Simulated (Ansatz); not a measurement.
Results of LDA in Ansatz (PAW) for L1₀ (CuAu-type) CoPt.

Run with plane-wave cutoff 520 eV, 20×20×16 k mesh (along the axes of the cell as run), Fermi–Dirac smearing 0.05 eV, spin-polarised with parallel moments, scalar-relativistic PAW data made under PBE.

The volume scan:

```tsv
V (Å³/atom)	E − E_lowest (meV/atom)
12.091	18.51
12.343	4.45
12.594	0.00
12.846	4.13
13.098	15.88
```

Fit the third-order Birch–Murnaghan equation and give B0 and B′.

V0 = 12.594 Å³/atom, B0 = 272 GPa, B′ = 4.8 (fit to the energies at full precision).

Shape and atoms are relaxed at each volume.

Spin–orbit coupling is not included.

The computed numbers hold no vibrational or temperature effects.

The result took around 18 core-minutes (rough).

Ansatz is a quantum-chemistry and plane-wave program.
